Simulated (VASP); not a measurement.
Input of a VASP 6.6.1 run:

The input INCAR:

```
SYSTEM = H2C7
  PREC = Accurate
  ENCUT = 520
  EDIFF = 1E-7
  ISMEAR = 0
  SIGMA = 0.05
  LREAL = Auto
  LASPH = .TRUE.
  NELM = 100
  ALGO = Fast
  ISIF = 2
  LWAVE = .FALSE.
  LCHARG = .FALSE.
  LDIPOL = .TRUE.
  IDIPOL = 3
  DIPOL = 0.5 0.5 0.348
  GGA = PE
  NBANDS = 84
```

The input KPOINTS:

```
Automatic mesh
0
G
  5 5 1
  0 0 0
```

POSCAR

```
H2C7
1.0
    5.0508284795      0.0000000000      0.0000000000
    0.0000000000      5.0508284795      0.0000000000
    0.0000000000      0.0000000000     18.8596184069
C H
28 8
Direct
    0.5000000000      0.5000000000      0.2466861049
    0.5000000000      0.0000000000      0.2466861049
    0.0000000000      0.5000000000      0.2466861049
    0.0000000000      0.0000000000      0.2466861049
    0.7500000000      0.5000000000      0.2940289910
    0.7500000000      0.0000000000      0.2940289910
    0.2500000000      0.5000000000      0.2940289910
    0.2500000000      0.0000000000      0.2940289910
    0.7500000000      0.7500000000      0.3413718772
    0.7500000000      0.2500000000      0.3413718772
    0.2500000000      0.7500000000      0.3413718772
    0.2500000000      0.2500000000      0.3413718772
    0.0000155412      0.7500000000      0.3926998744
    0.0000279912      0.2500000000      0.3926997375
    0.4999897032      0.7500000000      0.3852974072
    0.4999924663      0.2500000000      0.3852982755
    0.0000214196     -0.0000067303      0.4431029175
    0.0000214196      0.5000067303      0.4431029175
    0.4999958529     -0.0000014655      0.4297102361
    0.4999958529      0.5000014655      0.4297102361
    0.2682693805     -0.0000021560      0.4859098158
    0.2682693805      0.5000021560      0.4859098158
    0.7317705420      0.0000017198      0.4858985520
    0.7317705420      0.4999982802      0.4858985520
    0.3633625373      0.2500000000      0.5219339643
    0.3633788418      0.7500000000      0.5293042088
    0.6366671064      0.2500000000      0.5219134759
    0.6366876204      0.7500000000      0.5219165364
    0.5000000000      0.6422973790      0.2067119476
    0.5000000000      0.3577026210      0.2067119476
    0.5000000000      0.1422973790      0.2067119476
    0.5000000000     -0.1422973790      0.2067119476
    0.0000000000      0.3577812996      0.2066501452
    0.0000000000      0.6422187004      0.2066501452
    0.0000000000     -0.1422187004      0.2066501452
    0.0000000000      0.1422187004      0.2066501452
```

Potentials or basis: VASP PAW PBE potentials, release 64 (C, H).

Command:

```bash
$ cat potpaw_PBE.64/C/POTCAR potpaw_PBE.64/H/POTCAR > POTCAR
$ mpirun -np 1 vasp_std > vasp.out
```

Q: Predict the largest force.

A: 2.753 eV/Å.

Q: Predict the band gap on the k mesh.

A: 1.23 eV.

Forces on the atoms (eV/Å):
```
C    0.001 -0.003  1.842
C    0.001  0.003  1.842
C    0.000 -0.008  1.670
C    0.000  0.008  1.670
C    0.621  0.008 -1.628
C    0.621 -0.008 -1.628
C   -0.615  0.008 -1.631
C   -0.615 -0.008 -1.631
C    0.685  0.000 -0.150
C    0.684  0.000 -0.137
C   -0.684  0.000 -0.118
C   -0.694  0.000 -0.121
C   -0.012  0.000 -0.009
C    0.027  0.000  0.012
C    0.020  0.000 -0.002
C    0.070  0.000  0.111
C    0.050 -0.110  0.112
C    0.050  0.110  0.112
C   -0.250 -0.455  0.368
C   -0.250  0.455  0.368
C    0.378 -0.324  0.907
C    0.378  0.324  0.907
C    0.105  0.001  0.096
C    0.105 -0.001  0.096
C   -0.269  0.000 -0.378
C   -0.445  0.000 -2.717
C    0.082  0.000  0.057
C   -0.047  0.000  0.066
H    0.000  0.025 -0.010
H   -0.001 -0.025 -0.012
H   -0.001  0.025 -0.012
H    0.000 -0.025 -0.010
H    0.000 -0.025 -0.012
H    0.001  0.026 -0.009
H    0.001 -0.026 -0.009
H    0.000  0.025 -0.012
```
